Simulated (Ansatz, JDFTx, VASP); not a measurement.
## WC: 3 runs at one level of theory

The starting cell:

```
W C
1.0
     2.90650    0.00000    0.00000
    -1.45325    2.51710    0.00000
     0.00000    0.00000    2.83660
W C
1 1
Direct
  0.00000 0.00000 0.00000
  0.66667 0.33333 0.50000
```

Alike in all runs: task relaxation of cell and atoms; functional PBEsol; k mesh 10 × 10 × 9; occupations fermi-dirac, width 0.05 eV; no spin polarisation; no spin-orbit coupling.

```json
{"program and potentials": "Ansatz, all-electron LAPW, scalar-relativistic", "plane-wave cutoff (eV)": "-", "notes": "-", "equilibrium volume (Å³/atom)": "10.29"}
{"program and potentials": "VASP, PBE PAW files C, W_sv, 600 eV", "plane-wave cutoff (eV)": "600", "notes": "potentials made for PBE", "equilibrium volume (Å³/atom)": "10.32"}
{"program and potentials": "JDFTx, PseudoDojo-SR-PBEsol-0.4.1-standard", "plane-wave cutoff (eV)": "1116", "notes": "-", "equilibrium volume (Å³/atom)": "10.30"}
```

The equilibrium volume spans 10.29 (Ansatz, all-electron LAPW, scalar-relativistic) to 10.32 Å³/atom (VASP, PBE PAW files C, W_sv, 600 eV), with all-electron results at 10.29. Relaxations stop with a little pressure left, so the last digit of a volume isn't settled.

The functional is the same throughout but for its coding, so the spread measures potentials, basis and numerics; runs on potential files found faulty are left out.
